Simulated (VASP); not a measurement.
Input of a VASP 6.6.1 run:

Contents of INCAR:

```
SYSTEM = AlNi
PREC     = Accurate       ! precision mode
ENCUT    = 520            ! plane-wave cutoff, eV
EDIFF    = 1E-6           ! SCF threshold, eV
ISMEAR   = 0              ! smearing method
SIGMA    = 0.1            ! smearing width, eV
LREAL    = .FALSE.        ! projectors in reciprocal space
LASPH    = .TRUE.         ! aspherical terms in the spheres
NELM     = 100            ! most SCF steps
ALGO     = Fast           ! electronic algorithm
ISIF     = 2              ! what is computed and relaxed
LWAVE    = .FALSE.        ! write WAVECAR
LCHARG   = .FALSE.        ! write CHGCAR
LDIPOL   = .TRUE.       
IDIPOL   = 3            
DIPOL    = 0.5 0.5 0.500
GGA      = PE             ! functional
NBANDS   = 28             ! bands
```

File KPOINTS:

```
regular mesh
0
G
  12 9 1
  0 0 0
```

POSCAR

```
AlNi
1.0
    2.8930835185      0.0000000000      0.0000000000
    0.0000000000      4.0914379490      0.0000000000
    0.0000000000      0.0000000000     19.0914379490
Al Ni
3 3
Direct
    0.0000000000      0.5000000000      0.3890009105
    0.0000000000      0.0000000000      0.5000001255
    0.0000000000      0.5000000000      0.6109989182
    0.5000000000      0.0000000000      0.3985464511
    0.5000000000      0.5000000000      0.4999998037
    0.5000000000      0.0000000000      0.6014537910
```

Potentials or basis: VASP PAW PBE potentials, release 64 (Al, Ni).

Command:

```console
$ cat potpaw_PBE.64/Al/POTCAR potpaw_PBE.64/Ni/POTCAR > POTCAR
$ mpirun -np 1 vasp_std > vasp.out
```

Question: Predict the band gap on the k mesh.

Answer: None (metal or under the smearing width).

Question: Predict the largest force.

Answer: 0.018 eV/Å.

Forces in eV/Å, atoms in the order of the input:
```
Al   0.000  0.000  0.005
Al   0.000  0.000  0.000
Al   0.000  0.000 -0.005
Ni   0.000  0.000 -0.018
Ni   0.000  0.000  0.000
Ni   0.000  0.000  0.018
```

Spin polarisation is off, so any magnetic state and its effect on volume and gap are missing.
